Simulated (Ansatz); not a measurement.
# 1T-FeClBr monolayer in a perpendicular field, part 2 of 2

Wanted: the out-of-plane response of the 1T-FeClBr monolayer. A positive field points along +c.

Ansatz 0.2.0; plane-wave DFT, PBE-D3(BJ), Ansatz PAW (set soft_1); PAW set soft_1.

So far. Step 2 (Relaxing the slab): The lattice constant a goes from 3.472 to 3.582 Å.

### Step 3. Atoms held, field 0

A sawtooth potential applies the field, turning back in the middle of the vacuum. With the dipole correction the typed value is the field outside the slab. The induced dipole is small, so the SCF threshold is tight.

The cell differs from the one that the last finished run ended in (c 36.166 → 20.915 Å).

input.yaml reads:

```yaml
crystal:
  lattice:
    - [3.5818770163, 0.0, 0.0]
    - [-1.7909385081, 3.1019964893, 0.0]
    - [0.0, 0.0, 20.9148462684]
  atoms:
    - { symbol: Br, position: [0.6666666667, 0.3333333333, 0.4303163353], spin: 0.17 }
    - { symbol: Fe, position: [0.0, 0.0, 0.504983595], spin: 3.45 }
    - { symbol: Cl, position: [0.3333333333, 0.6666666667, 0.5696836647], spin: 0.15 }
magnetization:
  spin_polarized: true
kpoints:
  mp_grid: { grid: [18, 18, 1] }
  band_path:
    path: [[0, 0, 0], [0.5, 0, 0], [0.33333333, 0.33333333, 0], [0, 0, 0]]
    npoints: 16
hamiltonian:
  xc: pbe
  dispersion: d3bj
  pseudopotentials: { kind: paw, azcp: { folder: soft_1 } }
scf:
  occupations: { method: fermi_dirac, width: 0.02585 }
  convergence: { dr2_threshold: 1.0e-10 }
efield:
  axis: 3
  dipole_correction: true
  ramp_position: 0.97
  ramp_width: 0.06
  amplitude: 0
output:
  dos: { projected: true, e_range: [-6, 5] }
  write_potential: true
  write_density: true
  volumetric_format: npy
  elf: true
```

On the command line:

```
$ ansatz run input.yaml --threads 2 --pin off --max-ram 3072MiB --backend cpu --events-out ev --progress --plain --runs-dir out
```

Numbers of over 12 decimals in the logs are rounded to 6 here.

What it wrote:

```text
[...]
Crystal: 3 atoms, lattice volume = 232.384 Å³
Basis set: ecut = 420 eV, 4479 PW (Γ)
Bands: 21, of which v1, the nominal top of the filled ones, is band 15 counted from 1 (14 counted from 0)
Symmetry: 6 space group operations
k-points: 37 of 324 (time reversal used)
[...]
Starting moments: Σ|m| = 3.77 μB on 3 of 3 sites
[...]
SCF iter   1: F=—  HF=-8344.349997 eV  |F-HF|=—  |Δ(HF+E_count)|=         —  Δρ=1.60e-2 (↑1.60e-2 ↓1.15e-2)  dr2=3.14e-1  dr2_m=3.26e-1  M=4.000 μB ∫|m|=4.006 μB  β_m=1.00  ethr=1.04e-3  p=0.000 e·Å  D=6.24e-8 V/Å  ΔV_dip=-0.00 eV  dr2_dipole=2.03e-3  V_vac-E_F(+/−)=4.93/4.93 eV  ⟨swp⟩=1.0  Hψ=13318  notcnv=0
[...]
efield: sawtooth ramp at fractional position 0.9700 (set: `efield.ramp_position`, or a place that a band, a saddle search or an elastic batch's reference lends), width 0.0600; the density the first Hamiltonian is built on has a dipole p = 0.000 e·Å; the dipole correction subtracts the counter field D = 6.24e-8 V/Å, which shifts the + side's vacuum level by -0.00 eV against the − side's; the planar-averaged density in the ramp window peaks in size at 3.7e-7 e/Å³
[...]
SCF iter   2: F=—  HF=-8344.887723 eV  |F-HF|=—  |Δ(HF+E_count)|=   5.38e-1  Δρ=4.30e-3 (↑3.56e-3 ↓4.30e-3)  dr2=8.55e-2  dr2_m=1.27e-3  M=4.000 μB ∫|m|=4.016 μB  β_m=0.34  ethr=1.04e-3  p=-0.008 e·Å  D=-5.92e-3 V/Å  ΔV_dip=0.12 eV  dr2_dipole=1.77e-4  V_vac-E_F(+/−)=4.75/4.62 eV  ⟨swp⟩=3.2  Hψ=3156  notcnv=0  defer=1
density mixer auto → msr1: a metal under ldos (density of states about μ 1.11 of a free-electron gas's, 12 screened modes)
SCF iter   3: F=—  HF=-8345.289858 eV  |F-HF|=—  |Δ(HF+E_count)|=   4.02e-1  Δρ=4.29e-3 (↑4.29e-3 ↓2.66e-3)  dr2=5.36e-2  dr2_m=1.02e-2  M=4.000 μB ∫|m|=4.022 μB  β_m=0.60  ethr=2.85e-4  p=-0.011 e·Å  D=-8.54e-3 V/Å  ΔV_dip=0.18 eV  dr2_dipole=1.60e-5  V_vac-E_F(+/−)=4.82/4.64 eV  ⟨swp⟩=3.3  Hψ=3314  notcnv=0  defer=54
[...]
SCF iter  13: F=-8345.502041 eV  HF=-8345.502041 eV  |F-HF|=7.28e-12  |Δ(HF+E_count)|=  1.87e-10  Δρ=4.51e-8 (↑3.55e-8 ↓4.51e-8)  dr2=7.31e-12  dr2_m=1.71e-12  M=4.000 μB ∫|m|=4.022 μB  ethr=1.00e-12  p=-0.017 e·Å  D=-1.29e-2 V/Å  ΔV_dip=0.27 eV  dr2_dipole=4.24e-15  V_vac-E_F(+/−)=5.39/5.12 eV  ⟨swp⟩=5.5  Hψ=5668  notcnv=0
[...]
SCF 1 converged in 13 iterations: F = -8345.502041 eV  dr2 = 7.31e-12
[...]
NSCF: frozen V_eff on 49 k-points
efield: sawtooth ramp at fractional position 0.9700 (kept from the solve that this one continues, or follows in the run), width 0.0600; the density the first Hamiltonian is built on has a dipole p = -0.017 e·Å; the dipole correction subtracts the counter field D = -1.29e-2 V/Å, which shifts the + side's vacuum level by +0.27 eV against the − side's; the planar-averaged density in the ramp window peaks in size at 1.2e-6 e/Å³
SCF converged after 13 iterations
Magnetization: 4.0000 μB (17.0000 up, 13.0000 down)
Absolute magnetization: 4.0207 μB (∫|ρ↑−ρ↓|, with the PAW one-centre terms)
[...]
Per-site moments (μB) at R_I (Å): [(0.174334, 1.068954), (3.453187, 1.019446), (0.149149, 1.019446)]
Free energy (F): -8345.502041 eV
[...]
Internal energy: -8345.497347 eV  (E = F + TS)
E sigma→0 (E₀):  -8345.499694 eV
Entropy (-TS):   -0.004695 eV (-1.565 meV/atom)
Fermi energy:    -1.831749 eV
Dipole field:    D = -0.012922 V/Å  (p = -0.016595 e·Å, saw-weighted, corrected)
Work function:   Φ+ = 5.3893 eV   Φ− = 5.1190 eV
Levels:          The Fermi level and band energies are counted from a zero that moves with the ramp; work functions are not
[...]
--- Band table (eV; the first three rows and the last of 74) ---
  k-point 0 ↑: bands = [... 11 lower, -4.9453, -4.7830, -4.2092, -4.2092, -2.6283, -2.6283, 1.3019, 2.6878, ... 2 higher]
  k-point 1 ↑: bands = [... 11 lower, -4.9843, -4.8215, -4.2202, -4.1914, -2.7435, -2.6487, 1.4221, 2.8045, ... 2 higher]
  k-point 2 ↑: bands = [... 11 lower, -4.9875, -4.8273, -4.2398, -4.1609, -3.0238, -2.7010, 1.7387, 3.0405, ... 2 higher]
  k-point 36 ↓: bands = [... 11 lower, -5.2252, -1.6427, -1.5662, -1.4328, -0.5248, -0.3441, 3.5793, 4.9947, ... 2 higher]
```

It took 40 s on 2 threads of Arm Neoverse V1, shared host; peak memory 0.7 GiB; 78 s of CPU time.

This step gave:

```
energy at zero smearing        : -8345.4997 eV
site moments                   : 0.1743, 3.453, 0.1491 μB
work function, upper face      : 5.389 eV
work function, lower face      : 5.119 eV
dipole along the normal        : -0.01659 e·Å
step between the vacuum levels : 0.2703 eV
```

Running mean over a fixed 2.8 Å (it still follows the layers) of the planar mean; the ramp of the sawtooth is left out. Electron's electrostatic potential energy less the Fermi level against z:

z (Å), electron's electrostatic potential energy less the Fermi level (eV) and a bar from the least value:
```
     2.90       5.12 #############################
     3.34       5.12 #############################
     3.78       5.12 #############################
     4.07       5.12 #############################
     4.50       5.12 #############################
     4.94       5.12 #############################
     5.37       5.11 #############################
     5.81       5.10 #############################
     6.10       5.08 #############################
     6.54       4.94 #############################
     6.97       4.40 ############################
     7.41       2.79 ########################
     7.84       0.54 ##################
     8.28      -1.30 ##############
     8.57      -2.26 ############
     9.01      -4.14 #######
     9.44      -6.21 ##
     9.88      -7.25 
    10.31      -7.00 #
    10.60      -6.64 #
    11.04      -6.24 ##
    11.47      -5.31 #####
    11.91      -3.27 #########
    12.35      -1.05 ###############
    12.64       0.17 ##################
    13.07       1.90 ######################
    13.51       3.64 ##########################
    13.94       4.89 #############################
    14.38       5.28 ##############################
    14.81       5.36 ##############################
    15.11       5.38 ##############################
    15.54       5.39 ##############################
    15.98       5.39 ##############################
    16.41       5.39 ##############################
    16.85       5.39 ##############################
    17.14       5.39 ##############################
    17.57       5.39 ##############################
    18.01       5.39 ##############################
```

The density of states has structure finer than the step of the table below, so its rows give means over 0.25 eV, whole bins alone (the curve runs from -6 to 1.99 eV). Peaks (eV: height): total -5.450: 10.9, -4.870: 9.20, -3.160: 11.6, -1.200: 8.21, 0.290: 9.76, 0.590: 13.1, 1.440: 7.75; up -5.450: 9.39, -4.870: 8.35, -4.590: 6.10, -3.160: 9.63, -2.550: 5.29, -2.330: 7.19, -1.200: 8.21; down -4.070: 4.87, -3.930: 5.40, 0.290: 9.76, 0.590: 13.1, 1.250: 7.42, 1.440: 7.75, 1.580: 5.73.

Table of density of states by energy, zero at the Fermi level; means over each step; values in states/eV a cell:

```
energy (eV)    total       up   down
      -5.75     2.66     1.76  0.902
      -5.50     4.08     2.59   1.50
      -5.25     3.12     1.22   1.90
      -5.00     3.73     1.96   1.77
      -4.75     4.69     3.82  0.860
      -4.50     2.40     1.69  0.714
      -4.25     1.93    0.964  0.969
      -4.00     4.76     1.55   3.21
      -3.75     5.00     2.08   2.92
      -3.50     3.25     1.66   1.59
      -3.25     5.72     3.42   2.30
      -3.00     5.28     2.92   2.35
      -2.75     4.27     2.95   1.32
      -2.50     4.39     3.82  0.562
      -2.25     1.53     1.13  0.394
      -2.00    0.200        0  0.200
      -1.75  0.00440  0.00440      0
      -1.50     2.68     2.68      0
      -1.25     3.07     3.07      0
      -1.00     1.94     1.94      0
      -0.75    0.166    0.166      0
      -0.50    0.245        0  0.245
      -0.25     2.77        0   2.77
       0.00     2.26        0   2.26
       0.25     3.49        0   3.49
       0.50     4.25        0   4.25
       0.75        0        0      0
       1.00        0        0      0
       1.25     3.23        0   3.23
       1.50     4.30        0   4.30
       1.75    0.508        0  0.508
```

Projected DOS per atom over height of the atomic layer and energy from the Fermi level. Layers: Br Fe Cl from below.

Ten even steps from '0' (0.01 states/eV) to '9' (3.02 states/eV), each cell a mean:
```
000
191
030
040
090
070
040
000
331
231
000
100
372
582
672
435
527
112
366
324
426
224
```
Columns: height of the atomic layer (Å) from 9 to 11.9 (not evenly spaced); rows upwards: energy from the Fermi level (eV) from -5.96 to 1.96.

Projected DOS per atom, spin up over height of the atomic layer and energy from the Fermi level. Layers: Br Fe Cl from below.

Ten even steps from '0' (0.00 states/eV) to '9' (2.30 states/eV), each cell a mean:
```
000
000
000
000
000
000
000
000
542
342
000
000
292
191
281
332
221
110
385
022
324
223
```
Columns: height of the atomic layer (Å) from 9 to 11.9 (not evenly spaced); rows upwards: energy from the Fermi level (eV) from -5.96 to 1.96.

Projected DOS per atom, spin down over height of the atomic layer and energy from the Fermi level. Layers: Br Fe Cl from below.

Ten even steps from '_' (0.00 states/eV) to '@' (3.02 states/eV), each cell a mean:
```
______
..@@..
__--__
__==__
__@@__
__##__
__==__
______
______
______
______
______
..____
==__..
==__..
::..--
--..++
____..
____..
::__--
..__::
____..
```
Columns: height of the atomic layer (Å) from 9 to 11.9 (not evenly spaced); rows upwards: energy from the Fermi level (eV) from -5.96 to 1.96.

Deep bands are left out, so band numbers here count from the lowest band kept and differ from the log's. Electronic bands along the path, in eV, zero at the Fermi level; # counts the bands kept:

```
  point  up #8  up #9  up #10  up #11  down #7  down #8  down #9  down #10
      Γ  -2.38  -2.38   -0.80   -0.80    -0.28    -0.28     0.32      1.55
halfway  -2.54  -2.42   -1.62   -0.99    -0.30     0.13     0.55      1.25
      M  -2.92  -2.76   -1.18   -0.99    -0.43     0.30     0.59      1.47
halfway  -2.80  -2.59   -1.39   -1.19    -0.10     0.29     0.52      1.29
      K  -2.64  -2.56   -1.59   -1.26     0.19     0.27     0.40      1.31
halfway  -2.65  -2.38   -1.46   -1.30    -0.06     0.03     0.57      1.23
      Γ  -2.38  -2.38   -0.80   -0.80    -0.28    -0.28     0.32      1.55
```

Spin density in the ca plane at fractional y = 0.000, with atoms of Fe within 0.2 Å of it.

Values in e/Å³, 5 rows by 16 columns, each cell a mean:
```
0.0 0.0 0.0 0.0 0.0 0.0 0.0 0.0 1.1 1.1 0.0 0.0 0.0 0.0 0.0 0.0
0.0 0.0 0.0 0.0 0.0 0.0 0.0 0.0 0.0 0.0 0.0 0.0 0.0 0.0 0.0 0.0
0.0 0.0 0.0 0.0 0.0 0.0 0.0 0.0 0.0 0.0 0.0 0.0 0.0 0.0 0.0 0.0
0.0 0.0 0.0 0.0 0.0 0.0 0.0 0.0 0.1 0.1 0.0 0.0 0.0 0.0 0.0 0.0
0.0 0.0 0.0 0.0 0.0 0.0 0.0 0.0 1.9 1.8 0.0 0.0 0.0 0.0 0.0 0.0
```
Columns run along c (16.0 Å, from fractional 0.09 to 0.85 of the cell), rows up along a (3.6 Å). Atoms in or near the plane, at fractional coordinates: Fe at (0.50, 0.00).

Electrostatic potential energy in the ca plane at fractional y = 0.000, with atoms of Fe within 0.2 Å of it. With pseudopotentials it is smooth inside the atoms' cores, unlike the true potential.

Ten even steps from '0' (-36 eV) to '9' (3 eV), each cell a mean:
```
99999999999999999830001789999999999999999999
99999999999999999862115899999999999999999999
99999999999999988888778899999999999999999999
99999999999999887889998888999999999999999999
99999999999999877889998888999999999999999999
99999999999999988888888889999999999999999999
99999999999999999886457899999999999999999999
99999999999999999840003799999999999999999999
99999999999999999720000689999999999999999999
```
Columns run along c (16.0 Å, from fractional 0.15 to 0.92 of the cell; values clipped at the 3rd and 97th percentile), rows up along a (3.6 Å). Atoms in or near the plane, at fractional coordinates: Fe at (0.50, 0.00).

ELF of down spins in the ca plane at fractional y = 0.000, with atoms of Fe within 0.2 Å of it. It is the smooth field of the valence electrons, not physical close to the nuclei.

Ten even steps from '0' (0.00) to '9' (0.90), each cell a mean:
```
00000000000000001016972000000000000000000000
00000000000001233312321222100000000000000000
00000000000024577641013566421000000000000000
00000000000146788863126787642000000000000000
00000000000246888863126888752100000000000000
00000000000135788752115777531000000000000000
00000000000012455521001444210000000000000000
00000000000000012114651111000000000000000000
00000000000000000017982000000000000000000000
```
Columns run along c (16.0 Å, from fractional 0.15 to 0.92 of the cell), rows up along a (3.6 Å). Atoms in or near the plane, at fractional coordinates: Fe at (0.50, 0.00).

The work function of the upper face is 5.39 eV.

### Step 4. Single point, field 0.1 V/Å

input.yaml, as its differences from that of step 3:

```diff
@@ -26,7 +26,6 @@
   dipole_correction: true
-  ramp_position: 0.97
-  ramp_width: 0.06
-  amplitude: 0
+  ramp_position: 0.9283
+  ramp_width: 0.1434
+  amplitude: 0.1
 output:
-  dos: { projected: true, e_range: [-6, 5] }
   write_potential: true
@@ -34,2 +33 @@
   volumetric_format: npy
-  elf: true
```

What it wrote:

```text
[...]
Crystal: 3 atoms, lattice volume = 232.384 Å³
Basis set: ecut = 420 eV, 4479 PW (Γ)
Bands: 21, of which v1, the nominal top of the filled ones, is band 15 counted from 1 (14 counted from 0)
Symmetry: 6 space group operations
k-points: 37 of 324 (time reversal used)
[...]
Starting moments: Σ|m| = 3.77 μB on 3 of 3 sites
[...]
k-point 1 ↑: bands = [... 11 lower, -4.9933, -4.8215, -4.2243, -4.1957, -2.7577, -2.6632, 1.4013, 2.6829, ... 2 higher]
  k-point 2 ↑: bands = [... 11 lower, -5.0056, -4.8296, -4.2442, -4.1657, -3.0370, -2.7153, 1.7145, 2.8735, ... 2 higher]
  k-point 36 ↓: bands = [... 11 lower, -5.2509, -1.6512, -1.5757, -1.4411, -0.5342, -0.3528, 3.5645, 4.9687, ... 2 higher]
[key lines of the parts left out:]
SCF converged after 13 iterations
Magnetization: 4.0000 μB (17.0000 up, 13.0000 down)
Free energy (F): -8345.501746 eV
Fermi energy:    -1.840398 eV
Dipole field:    D = 0.008316 V/Å  (p = 0.010680 e·Å, saw-weighted, corrected)
```

It took 38 s on 2 threads; peak memory 0.71 GiB; 75 s of CPU time.

The dipole is 0.0107 e·Å, 0.0273 e·Å from its value without field.

### Step 5. Single point, field -0.1 V/Å

input.yaml, as its differences from that of step 4:

```diff
@@ -28,3 +28,3 @@
   ramp_width: 0.1434
-  amplitude: 0.1
+  amplitude: -0.1
 output:
```

What it wrote:

```text
[...]
Crystal: 3 atoms, lattice volume = 232.384 Å³
Basis set: ecut = 420 eV, 4479 PW (Γ)
Bands: 21, of which v1, the nominal top of the filled ones, is band 15 counted from 1 (14 counted from 0)
Symmetry: 6 space group operations
k-points: 37 of 324 (time reversal used)
[...]
Starting moments: Σ|m| = 3.77 μB on 3 of 3 sites
[...]
k-point 1 ↑: bands = [... 11 lower, -4.9760, -4.8220, -4.2169, -4.1880, -2.7298, -2.6347, 1.4311, 2.8388, ... 2 higher]
  k-point 2 ↑: bands = [... 11 lower, -4.9700, -4.8254, -4.2361, -4.1569, -3.0110, -2.6872, 1.7483, 3.0622, ... 2 higher]
  k-point 36 ↓: bands = [... 11 lower, -5.2001, -1.6349, -1.5574, -1.4252, -0.5161, -0.3360, 3.5926, 5.0175, ... 2 higher]
[key lines of the parts left out:]
SCF converged after 13 iterations
Magnetization: 4.0000 μB (17.0000 up, 13.0000 down)
Free energy (F): -8345.505064 eV
Fermi energy:    -1.823734 eV
Dipole field:    D = -0.034152 V/Å  (p = -0.043859 e·Å, saw-weighted, corrected)
```

Elapsed: 41 s, on 2 threads; peak memory 0.71 GiB; 80 s of CPU time.

The dipole is -0.0439 e·Å, -0.0273 e·Å from its value without field.

### Step 6. Response, atoms held

This step: plane-wave DFT, PBE-D3(BJ), Ansatz PAW (set soft_1); response to a field along the normal, atoms held; PAW set soft_1 (Ansatz 0.2.0).

The dipoles give the slope, and the difference of two potentials shows where the field is screened.

This step gave:

```yaml
equivalent_conductor_thickness_p_eps_0ae: 4.441 Å
distance_between_the_outer_atoms: 2.915 Å
```

The dipole of the cell by applied field:

```
applied field (V/Å)  dipole of the cell (e·Å)
            -0.1000                   -0.0439
             0.0000                   -0.0166
             0.1000                    0.0107
```

The total moment stays at 4 μB for applied field from -0.1 to 0.1 V/Å.

Local field over the applied field, running mean. From the potentials at -0.1 and 0.1 V/Å; running mean over 2.5 Å. The local field over applied field by z:

```
z (Å)  local field over applied field
 4.07                           1.000
 4.36                           1.000
 4.79                           0.998
 5.08                           0.997
 5.52                           0.991
 5.81                           0.983
 6.10                           0.969
 6.54                           0.924
 6.83                           0.871
 7.12                           0.798
 7.55                           0.659
 7.84                           0.558
 8.28                           0.403
 8.57                           0.308
 8.86                           0.231
 9.30                           0.159
 9.59                           0.138
 9.88                           0.130
10.31                           0.128
10.60                           0.135
11.04                           0.159
11.33                           0.183
11.62                           0.218
12.06                           0.306
12.35                           0.386
12.64                           0.478
13.07                           0.626
13.36                           0.722
13.80                           0.847
14.09                           0.908
14.38                           0.949
14.81                           0.980
15.11                           0.990
15.40                           0.995
15.83                           0.998
16.12                           0.999
16.56                           1.000
16.85                           1.000
```

Electrons, planar mean, per unit field. Induced electron density against z:

```
z (Å)  induced electron density (e/Å³ per V/Å)
 4.07                                   8.7e-7
 4.50                                   2.7e-6
 4.94                                   8.2e-6
 5.37                                   2.4e-5
 5.81                                   7.0e-5
 6.25                                   1.9e-4
 6.68                                   4.9e-4
 7.12                                  0.00118
 7.55                                  0.00247
 7.99                                  0.00366
 8.42                                  0.00248
 8.86                                  0.00107
 9.30                                   5.5e-4
 9.73                                 -0.00101
10.17                                 -0.00124
10.75                                   6.0e-4
11.18                                   8.5e-4
11.62                                  -4.5e-4
12.06                                 -0.00133
12.49                                 -0.00301
12.93                                 -0.00338
13.36                                 -0.00192
13.80                                  -8.3e-4
14.23                                  -3.2e-4
14.67                                  -1.1e-4
15.11                                  -3.9e-5
15.54                                  -1.3e-5
15.98                                  -4.1e-6
16.41                                  -1.3e-6
16.85                                  -4.1e-7
```

By hand: between -0.1 and 0.1 V/Å the dipole changes by 0.05454 e·Å, a slope of 0.2727 e·Å²/V. A perfect conductor of thickness t has p = ε₀AEt, so t = 180.95 × 0.2727 / 11.111 = 4.44 Å (e/ε₀ = 180.95 V·Å, A in Å²).

The induced dipole is that of a conductor 4.44 Å thick.

### Step 7. What came out

```json
{
  "gap without field": "none",
  "work function, upper face": "5.39 eV",
  "step between the vacuum levels": "0.270 eV",
  "equivalent conductor thickness, atoms held": "4.44 Å"
}
```

What this shows: The induced dipole equals that of a perfect conductor 4.44 Å thick, while the outer atoms lie 2.91 Å apart. The two faces differ: the vacuum level above lies 0.27 eV higher than the one below. There is no gap over 0.03 eV, with or without the field. For an open d or f shell that can be the fault of a semilocal functional without a Hubbard term. The magnetic order is the one reached from the typed start; other orders were not compared. Spin-orbit coupling is left out.

[Logs are printed without paths, hosts, clocks, repeated set-up lines and the standing remarks that a program may print on its own settings, such as how far it seeks lower states.]

[Hosts, paths, dates, database ids (printed as entryN), source tags and the programs' standing remarks are cut or masked in the printed files.]

[Maps of the electrostatic potential energy from Ansatz leave out the sawtooth potential of an applied field or a dipole correction, so their vacuum need not be flat; planar profiles and work functions include it.]

[The density of states shown here was stored with 400 of the rows of the run's finer table, so its peaks can read low, often by over a quarter, or be missed, and its means over a window can be off by a tenth or more.]
